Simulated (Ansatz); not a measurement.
# NbAs (I4_1md) in Ansatz: a series of runs

The runs below take NbAs through relaxation of cell and atoms, with PBEsol+D3(BJ), PBEsol+D4, RPBE+D3(BJ).

All numbers are computed with Ansatz 0.2.0; they aren't measurements. Logs are shortened: lines on timing, memory, paths and dates and some standing lists are left out, and cuts for length are marked.

## 1. The structure

Symmetry: I4_1md, No. 109, tetragonal system. Conventional cell: a = 3.452 Å, b = 3.452 Å, c = 11.680 Å, α = 90.00°, β = 90.00°, γ = 90.00°. Around Nb (site symmetry 2mm) lie 6 As at 2.60 to 2.63 Å. As (site symmetry 2mm) is surrounded by 6 Nb at 2.60 to 2.63 Å.

## 2. Relaxation of cell and atoms, PBEsol+D3(BJ)

Contents of input.yaml:

```yaml
crystal:
  lattice:
    - [-1.72585, 1.72585, 5.84]
    - [1.72585, -1.72585, 5.84]
    - [1.72585, 1.72585, -5.84]
  atoms:
    - { symbol: Nb, position: [0.5, 0.0, 0.5] }
    - { symbol: Nb, position: [0.75, 0.75, 0.0] }
    - { symbol: As, position: [0.916, 0.416, 0.5] }
    - { symbol: As, position: [0.166, 0.166, 0.0] }
hamiltonian:
  xc: pbesol
  pseudopotentials: { kind: paw }
  dispersion: d3bj
kpoints:
  mp_grid: { grid: [11, 11, 11] }
scf:
  occupations: { method: fermi_dirac, width: 0.05 }
output:
  forces: true
  stress: true
relax:
  f_tol: 0.01
  max_steps: 40
  cell: { stress_tol: 0.05 }
```

Potentials or basis: Ansatz PAW.

Launch:

```console
> ansatz run input.yaml --threads 2 --pin off --max-ram 5632MiB --backend cpu --events-out ev --progress --plain --runs-dir out
```

The log of the run:

```text
Warning: RAYON_NUM_THREADS=2 ignored (pool sized by the plan → 2); use --threads N
basis.fft_grid_basis auto: the FFT boxes are laid along the combinations [[1, 0, 1], [0, 1, 1], [0, 0, 1]] of the cell's own vectors, 3.452, 3.452 and 6.330 Å long. The dense box has 24×24×45 points. Along the cell's own vectors, as sized, it would have 45×45×45, 3.52 times as many. Of the 8 symmetry operations that the crystal satisfies within crystal.symmetry.tolerance (time reversal apart; of a slab, those that keep its plane) the dense box along the cell's own vectors carries 8, and the one as laid loses 6 of those. basis.fft_grid_basis: typed keeps the cell's own vectors: state it where this run's energies or levels are differenced outside the engine with another run's, or held beside a run that keeps those vectors.
Engine: ansatz 0.2.0, x86_64-unknown-linux-gnu
Pseudopotentials: kind: paw
Pseudopotential: Nb, paw, valence charge 13, recommended cutoff 420 eV (normal), Nb.paw.azcp
Pseudopotential: As, paw, valence charge 15, recommended cutoff 420 eV (normal), As.paw.azcp
Functional definition: PBEsol
  exchange = pbesol_x
  correlation = pbesol_c
Crystal: 4 atoms, lattice volume = 69.579 Å³
Basis set: ecut = 420 eV, 1371 PW (Γ), FFT grids on a1+a3, a2+a3, a3, exchange–correlation on 48×48×90 points (8 copies of the dense FFT grid, shifted against one another)
Bands: 34, of which v1, the nominal top of the filled ones, is band 28 counted from 1 (27 counted from 0)
Symmetry: 8 space group operations
Space group: I41md (ITA 109), of the structure as read, at distance tolerance 4.1e-5 Å
k-points: 126 of 1331 (time reversal used)
Non-local potential: Nb, projectors of the file, l = 0: 3, l = 1: 2, l = 2: 2, l = 3: 1
Non-local potential: As, projectors of the file, l = 0: 2, l = 1: 2, l = 2: 3, l = 3: 1
PAW form: soft (Blöchl's): semilocal exchange-correlation on the pseudo side does not see the compensation charge
PAW frozen core: Nb, regenerated for the run's functional, and the local potential with it (the file was generated under x = pbe(κ = 0.804, μ = 0.2195149727645171), c = pbe(β = 0.06672455060314922))
PAW frozen core: As, regenerated for the run's functional, and the local potential with it (the file was generated under x = pbe(κ = 0.804, μ = 0.2195149727645171), c = pbe(β = 0.06672455060314922))
PAW one-centre angular grid: Nb, 590 points (default); XC on 64 Gauss nodes
PAW one-centre angular grid: As, 590 points (default); XC on 64 Gauss nodes
Initial density: superposition of atomic densities (neutral atoms: chi_scale 0, normalization atom), corrected by the library's trained network
Initial wavefunctions: pseudopotential atomic-orbital guess
Functional: x = pbesol(κ = 0.804, μ = 0.12345679012345678), c = pbesol(β = 0.046)
SCF iter   1: F=—  HF=-18622.395556 eV  |F-HF|=—  |Δ(HF+E_count)|=         —  Δρ=8.27e-3  dr2=3.70e-2  ethr=1.77e-3  ⟨swp⟩=5.9  Hψ=17297  notcnv=0
preconditioner: auto → Kerker (q_TF=auto, 2.631 Å⁻¹)  [metal: Δε(μ)=0.023 eV  Ē_g=6.972 eV  σ=0.050 eV  W_gap=0.12  n_scr=24 (ndim 8)  ℏωp=19.9 eV  f_vac=0.000  D(μ)=0.70/eV (n_scr^D=2)]
SCF iter   2: F=—  HF=-18622.389819 eV  |F-HF|=—  |Δ(HF+E_count)|=   5.74e-3  Δρ=4.70e-3  dr2=1.17e-2  ethr=6.61e-5  ⟨swp⟩=1.2  Hψ=5345  notcnv=0
SCF iter   3: F=—  HF=-18622.388100 eV  |F-HF|=—  |Δ(HF+E_count)|=   1.72e-3  Δρ=6.41e-4  dr2=2.80e-4  ethr=2.08e-5  ⟨swp⟩=2.0  Hψ=5836  notcnv=0
SCF iter   4: F=—  HF=-18622.388067 eV  |F-HF|=—  |Δ(HF+E_count)|=   3.32e-5  Δρ=2.23e-4  dr2=3.80e-5  ethr=4.99e-7  ⟨swp⟩=2.0  Hψ=7373  notcnv=0
SCF iter   5: F=—  HF=-18622.388038 eV  |F-HF|=—  |Δ(HF+E_count)|=   2.84e-5  Δρ=7.76e-5  dr2=5.14e-6  ethr=6.78e-8  ⟨swp⟩=2.0  Hψ=7457  notcnv=0  defer=1
SCF iter   6: F=—  HF=-18622.388037 eV  |F-HF|=—  |Δ(HF+E_count)|=   1.49e-6  Δρ=1.79e-5  dr2=2.99e-7  ethr=9.17e-9  ⟨swp⟩=2.0  Hψ=7493  notcnv=0  defer=1
SCF iter   7: F=-18622.388037 eV  HF=-18622.388037 eV  |F-HF|=6.37e-9  |Δ(HF+E_count)|=   7.87e-8  Δρ=3.97e-6  dr2=1.22e-8  ethr=1.79e-10  ⟨swp⟩=4.0  Hψ=14552  notcnv=0
SCF 1 converged in 7 iterations: F = -18622.388037 eV  dr2 = 1.22e-8
relax step   1: F+E_penalty+E_count = -18622.38803687 eV  Δ(F+E_penalty+E_count) = +0.000e0 eV  max|allowed force component| = 2.879e-1 eV/Å  Δτ_max = 0.0000 Å  P = -8.059 GPa  Ω = 69.579 Å³  (7 SCF iters, dr2 threshold 1.00e-7 eV, accepted)
Crystal: 4 atoms, lattice volume = 62.980 Å³
Basis set: ecut = 420 eV, 1223 PW (Γ), FFT grids on a1+a3, a2+a3, a3, exchange–correlation on 48×48×90 points (8 copies of the dense FFT grid, shifted against one another)
Initial density: handed on by an earlier stage of this run
Initial wavefunctions: those handed on with the density
iter 1 solved again at ethr=4.04e-5 eV; its pass at ethr=3.10e-3 eV (dr2=2.26e-2 eV) is discarded
SCF iter   1: F=—  HF=-18622.377214 eV  |F-HF|=—  |Δ(HF+E_count)|=         —  Δρ=6.23e-3  dr2=2.24e-2  ethr=4.04e-5  ⟨swp⟩=1.3  Hψ=20608  notcnv=0
preconditioner: auto → Kerker (q_TF=auto, 2.675 Å⁻¹)  [metal: Δε(μ)=0.024 eV  Ē_g=7.512 eV  σ=0.050 eV  W_gap=0.12  n_scr=24 (ndim 8)  ℏωp=20.9 eV  f_vac=0.000  D(μ)=0.66/eV (n_scr^D=2)]
SCF iter   2: F=—  HF=-18622.374264 eV  |F-HF|=—  |Δ(HF+E_count)|=   2.95e-3  Δρ=3.70e-3  dr2=8.40e-3  ethr=4.01e-5  ⟨swp⟩=1.1  Hψ=4297  notcnv=0
[... 24 lines left out ...]
SCF iter   1: F=—  HF=-18622.482751 eV  |F-HF|=—  |Δ(HF+E_count)|=         —  Δρ=2.10e-4  dr2=2.42e-5  ethr=3.34e-8  ⟨swp⟩=3.1  Hψ=19981  notcnv=0
preconditioner: auto → Kerker (q_TF=auto, 2.652 Å⁻¹)  [metal: Δε(μ)=0.047 eV  Ē_g=7.215 eV  σ=0.050 eV  W_gap=0.23  n_scr=24 (ndim 8)  ℏωp=20.4 eV  f_vac=0.000  D(μ)=0.68/eV (n_scr^D=2)]
SCF iter   2: F=—  HF=-18622.482742 eV  |F-HF|=—  |Δ(HF+E_count)|=   8.46e-6  Δρ=1.26e-4  dr2=9.41e-6  ethr=3.34e-8  ⟨swp⟩=1.0  Hψ=4284  notcnv=0
SCF iter   3: F=—  HF=-18622.482740 eV  |F-HF|=—  |Δ(HF+E_count)|=   2.25e-6  Δρ=2.14e-5  dr2=4.20e-7  ethr=1.68e-8  ⟨swp⟩=2.2  Hψ=5914  notcnv=0
iter 4 did not close the SCF: its close was put off for the readings that it lacked (scf_convergence_deferred on its scf_iter line)
SCF iter   4: F=-18622.482740 eV  HF=-18622.482740 eV  |F-HF|=4.57e-8  |Δ(HF+E_count)|=   1.83e-7  Δρ=1.11e-5  dr2=9.53e-8  ethr=7.50e-10  ⟨swp⟩=2.0  Hψ=7384  notcnv=0
iter 5 did not close the SCF: its close was put off for the readings that it lacked (scf_convergence_deferred on its scf_iter line)
SCF iter   5: F=-18622.482740 eV  HF=-18622.482740 eV  |F-HF|=2.31e-9  |Δ(HF+E_count)|=   2.54e-8  Δρ=2.81e-6  dr2=6.88e-9  ethr=1.70e-10  ⟨swp⟩=2.6  Hψ=7519  notcnv=0
SCF iter   6: F=-18622.482740 eV  HF=-18622.482740 eV  |F-HF|=1.24e-10  |Δ(HF+E_count)|=   1.38e-9  Δρ=5.94e-7  dr2=3.29e-10  ethr=1.23e-11  ⟨swp⟩=1.2  Hψ=10316  notcnv=0
SCF 4 converged in 6 iterations: F = -18622.482740 eV  dr2 = 3.29e-10
relax step   4: F+E_penalty+E_count = -18622.48273967 eV  Δ(F+E_penalty+E_count) = -6.441e-4 eV  max|allowed force component| = 3.985e-3 eV/Å  Δτ_max = 0.0008 Å  P = +0.007 GPa  Ω = 66.324 Å³  energy of the carried Pulay correction = +5.073e-4 eV  (6 SCF iters, dr2 threshold 4.00e-7 eV, accepted)
Initial wavefunctions: pseudopotential atomic-orbital guess (no wavefunctions were taken with the density)
iter 1 solved again at ethr=9.98e-9 eV; its pass at ethr=3.10e-3 eV (dr2=5.59e-6 eV) is discarded
SCF iter   1: F=—  HF=-18622.482258 eV  |F-HF|=—  |Δ(HF+E_count)|=         —  Δρ=4.84e-5  dr2=2.29e-7  ethr=9.98e-9  ⟨swp⟩=3.4  Hψ=28987  notcnv=0
preconditioner: auto → Kerker (q_TF=auto, 2.652 Å⁻¹)  [metal: Δε(μ)=0.047 eV  Ē_g=7.216 eV  σ=0.050 eV  W_gap=0.23  n_scr=24 (ndim 8)  ℏωp=20.4 eV  f_vac=0.000  D(μ)=0.68/eV (n_scr^D=2)]
SCF iter   2: F=—  HF=-18622.482253 eV  |F-HF|=—  |Δ(HF+E_count)|=   4.53e-6  Δρ=2.80e-5  dr2=1.23e-7  ethr=4.09e-10  ⟨swp⟩=2.0  Hψ=7273  notcnv=0
SCF iter   3: F=—  HF=-18622.482253 eV  |F-HF|=—  |Δ(HF+E_count)|=   2.73e-8  Δρ=1.08e-5  dr2=2.20e-8  ethr=2.20e-10  ⟨swp⟩=1.2  Hψ=4473  notcnv=0
SCF iter   4: F=—  HF=-18622.482253 eV  |F-HF|=—  |Δ(HF+E_count)|=   4.59e-9  Δρ=1.40e-6  dr2=7.38e-10  ethr=3.93e-11  ⟨swp⟩=2.8  Hψ=8081  notcnv=0
iter 5 did not close the SCF: its close was put off for the readings that it lacked (scf_convergence_deferred on its scf_iter line)
SCF iter   5: F=-18622.482253 eV  HF=-18622.482253 eV  |F-HF|=1.09e-11  |Δ(HF+E_count)|=  2.00e-10  Δρ=1.71e-7  dr2=1.79e-11  ethr=1.32e-12  ⟨swp⟩=2.0  Hψ=7559  notcnv=0
SCF iter   6: F=-18622.482253 eV  HF=-18622.482253 eV  |F-HF|=3.64e-12  |Δ(HF+E_count)|=  3.64e-12  Δρ=2.32e-8  dr2=3.54e-13  ethr=1.00e-12  ⟨swp⟩=3.0  Hψ=14276  notcnv=0
SCF 5 converged in 6 iterations: F = -18622.482253 eV  dr2 = 3.54e-13
relax step   5: F+E_penalty+E_count = -18622.48225313 eV  Δ(F+E_penalty+E_count) = +4.865e-4 eV  max|allowed force component| = 3.986e-3 eV/Å  Δτ_max = 0.0000 Å  P = +0.006 GPa  Ω = 66.324 Å³  stress off target by 3.10e-2 GPa  SCF on the basis re-selected at this cell (its energy is not comparable with the rows above)  (6 SCF iters)
basis re-selected at this cell: Δ(F+E_penalty+E_count) = +4.865e-4 eV, ΔP = -0.001 GPa vs the last step (what re-selecting the basis moved, of the pressure what is left beyond the Pulay correction that the steps carried, after the strain that the cell walked since its last selection, with what the two solves' SCF thresholds leave and, on support functions, any second-order correction that the steps lacked; it is no measure of the basis error at this ecutwfc). This SCF's stress stands 3.10e-2 GPa from its target on what of the cell is left free (relax.cell.stress_tol is 5.00e-2 GPa) and its largest allowed force component is 3.99e-3 eV/Å (relax.f_tol is 1.00e-2 eV/Å): within both
SCF converged after 6 iterations
Free energy (F): -18622.482253 eV
Harris-Foulkes:  -18622.482253 eV  (|F-HF|=3.64e-12)
Internal energy: -18622.476545 eV  (E = F + TS)
E sigma→0 (E₀):  -18622.479399 eV
Entropy (-TS):   -0.005708 eV (-1.427 meV/atom)
Fermi energy:    17.106728 eV
--- Per-component energies (eV) ---
  E_band       = -438.977158
  E_kinetic    = 1004.688434
  E_local      = -4191.443390  (includes V_loc(G=0)·N_el)
  E_nonlocal   = -1092.714402
  E_hartree    = 2094.057537
  E_xc         = -511.174206
  E_vxc        = -590.048249  (∫ρ·V_xc dr)
  E_paw        = -9623.183336  (= ΣΔE_a)
  E_vpaw       = 242.425331  (= ΣTr[D̂ρ^β])
  E_aug_tail   = 0.000023  (compensation charges beyond the density's cutoff)
  E_ewald      = -6302.462189
  E_disp       = -2.555290  (pairwise vdW)
  E_core_change = 2.310275  (= ΣΔE_core)
  E_smearing   = -0.005708  (= −TS)
  E_closure    = -0.000000  (closes the sum)
  Σ components = -18622.482253   (vs F -18622.482253, Δ=0.00e0)
--- Forces (eV/Å), atoms counted from 1 ---
  atom   1  Nb     0.00000000    -0.00000000    -0.00398615
  atom   2  Nb    -0.00000000    -0.00000000    -0.00398615
  atom   3  As     0.00000000     0.00000000     0.00398613
  atom   4  As    -0.00000000     0.00000000     0.00398613
  max |Σ_I F_I| component: 4.37e-8 eV/Å
--- Stress (GPa, compression-positive) ---
        0.024275       0.000000      -0.000000
        0.000000       0.024275      -0.000000
       -0.000000       0.000000      -0.031038
  P = ⅓ Tr σ = 0.0058 GPa (0.058 kbar)
--- Relaxed structure (4 steps of the walk, 3 accepted, 1 SCFs on fresh bases) ---
  F+E_penalty+E_count = -18622.48225313 eV   max|allowed force component| = 3.986e-3 eV/Å   (the final SCF, on the basis selected at the relaxed cell)
  cell:  # Å, volume = 66.3239 Å³
    - [-1.704250751432189, 1.704250751432189, 5.7087747171132115]
    - [1.704250751432189, -1.704250751432189, 5.7087747171132115]
    - [1.704250751432189, 1.704250751432189, -5.7087747171132115]
  atoms:
    - { symbol: Nb, position: [0.49848919143058257, -0.0015108085694175695, 0.5000000000000001] }
    - { symbol: Nb, position: [0.7484891914305826, 0.7484891914305826, -2.5787365264536857e-34] }
    - { symbol: As, position: [0.9175108085694178, 0.41751080856941764, 0.5000000000000001] }
    - { symbol: As, position: [0.16751080856941758, 0.16751080856941758, -7.724658854021326e-36] }
```

Wall time 36 s (2 threads of Intel Xeon Platinum 8488C (Sapphire Rapids), shared host); peak memory 0.56 GiB.

What came out:

```yaml
Free_energy: -18622.4823 eV
Relaxed_volume: 16.58 Å³/atom
Relaxed_cell: a = 6.197 Å, b = 6.197 Å, c = 6.197 Å, α = 148.07°, β = 148.07°, γ = 45.78°
Space_group_after_relaxing_to_0.05_Å: I4_1md (No. 109)
Energy_gained_by_relaxing: 23.6 meV/atom
Ionic_steps: 4
Pressure_after_relaxing: 0.0 GPa
Largest_force_after_relaxing: 0.004 eV/Å
```

Forces in eV/Å, atoms in the order of the input:
```
Nb   0.000  0.000 -0.004
Nb   0.000  0.000 -0.004
As   0.000  0.000  0.004
As   0.000  0.000  0.004
```

The path:
```tsv
step	energy change (eV)	largest force (eV/Å)	volume (Å³)
1	0.0000	0.2879	69.58
2	-0.0941	0.0275	66.56
3	-0.0947	0.0040	66.32
4	-0.0942	0.0040	66.32
```

Final structure:
```cif
data_structure
_symmetry_space_group_name_H-M 'P 1'
_symmetry_Int_Tables_number 1
_cell_length_a 6.1967
_cell_length_b 6.1967
_cell_length_c 6.1967
_cell_angle_alpha 148.073
_cell_angle_beta 148.073
_cell_angle_gamma 45.778
_cell_volume 66.32
loop_
_atom_site_label
_atom_site_type_symbol
_atom_site_fract_x
_atom_site_fract_y
_atom_site_fract_z
_atom_site_occupancy
Nb1 Nb 0.49849 0.99849 0.50000 1
Nb2 Nb 0.74849 0.74849 0.00000 1
As1 As 0.91751 0.41751 0.50000 1
As2 As 0.16751 0.16751 0.00000 1
```

Caveat: the plane-wave basis is chosen anew once the cell has moved, so the energies of steps on either side of that aren't comparable; the PAW data sets come from PBE, with cores solved anew for the run's functional, which leaves a small shift of forces and pressure.

(Part 1 of 2 ends here.)
